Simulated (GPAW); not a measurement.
PtSe2 (Sudovikovite): equation of state with PBE

PtSe2 (Sudovikovite):

```
Pt Se
1.0
     3.72400    0.00000    0.00000
    -1.86200    3.22508    0.00000
     0.00000    0.00000    5.06200
Pt Se
1 2
Direct
  0.00000 0.00000 0.00000
  0.66667 0.33333 0.75000
  0.33333 0.66667 0.25000
```

```json
{
 "Program": "GPAW 26.7.0",
 "Task": "equation of state",
 "Functional": "PBE",
 "Potentials or basis": "JTH PAW 2.0, PBE",
 "Cutoff": "600 eV",
 "Basis": "pw",
 "k mesh": "6 × 6 × 4",
 "Occupations": "fermi-dirac, width 0.05 eV",
 "Spin": "no spin polarisation",
 "Maxiter": "150",
 "Eos scales": "[0.94, 0.96, 0.98, 1.0, 1.02, 1.04, 1.06]",
 "Data set": "Pt jth, Se jth"
}
```

The equilibrium volume is 21.66 Å³/atom (rough: see the caveat) and the bulk modulus at fixed shape and positions is 83 GPa (rough).

Energy against volume, from the lowest point:
| volume (Å³/atom) | energy (meV/atom) |
| --- | --- |
| 19.049 | 125.69 |
| 19.455 | 83.55 |
| 19.860 | 51.51 |
| 20.265 | 29.05 |
| 20.671 | 13.61 |
| 21.076 | 3.47 |
| 21.481 | 0.00 |

Wall time 94 s on 1 thread of AMD EPYC 9R14 (Zen 4) (shared host), peak memory 0.34 GiB.

Caveat: the fit is doubtful: noisy points or a state that changes with volume; the minimum lies outside the volumes run; the program truncates these outside data sets; the cell was scaled at fixed shape and fractional positions, which overstates the stiffness of a crystal with free parameters, most of all of layers and chains. The run has no spin-orbit coupling, so splittings on Pt are missing.
